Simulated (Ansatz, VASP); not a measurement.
# NaH: VASP beside Ansatz

Contents of INCAR:

```
SYSTEM = NaH
ALGO = Normal
EDIFF = 1E-6
ENCUT = 520
GGA = PE
ISIF = 2
ISMEAR = 0
LASPH = .True.
LCHARG = .False.
LREAL = .False.
LWAVE = .False.
NBANDS = 11
NELM = 100
PREC = Accurate
SIGMA = 0.1
```

Contents of KPOINTS:

```
k-points
0
Gamma
  6 6 6
  0 0 0
```

File POSCAR:

```
NaH
1.0
    0.0000000000      2.3864220000      2.3864220000
    2.3864220000      0.0000000000      2.3864220000
    2.3864220000      2.3864220000      0.0000000000
Na H
1 1
Direct
    0.0000000000      0.0000000000      0.0000000000
    0.5000000000      0.5000000000      0.5000000000
```

Input for Ansatz:

```yaml
crystal:
  lattice:
    - [0.0, 2.386422, 2.386422]
    - [2.386422, 0.0, 2.386422]
    - [2.386422, 2.386422, 0.0]
  atoms:
    - { symbol: Na, position: [0.0, 0.0, 0.0] }
    - { symbol: H, position: [0.5, 0.5, 0.5] }
basis:
  ecutwfc: 420
kpoints:
  mp_grid: { grid: [6, 6, 6] }
hamiltonian:
  xc: pbe
scf:
  occupations: { method: gaussian, width: 0.1 }
output:
  forces: true
  stress: true
  eigenvalues: true
```

The cell is a database's computed one.

Alike in both runs: task single point; functional PBE; k mesh 6 × 6 × 6; occupations gaussian, width 0.1 eV; no spin polarisation.

```csv
,VASP,Ansatz
version,VASP 6.6.1,Ansatz 0.2.0
potentials or method,"VASP PAW PBE potentials, release 64 (Na_pv, H)","scalar-relativistic, plane waves, PAW"
plane-wave cutoff (eV),520,420
valence electrons in the cell,8,10
```

|  | VASP | Ansatz | Ansatz less VASP |
| --- | --- | --- | --- |
| gap on the k mesh at the Fermi level (eV) | 3.87 | 3.87 | +0.002 |
| least direct gap on the mesh (eV) | 4.70 | 4.70 | +0.005 |
| pressure (GPa) | 0.9 | 0.9 | +0.03 |

The two sets of potentials don't hold the same shells in valence.

A k mesh can miss the band edges.
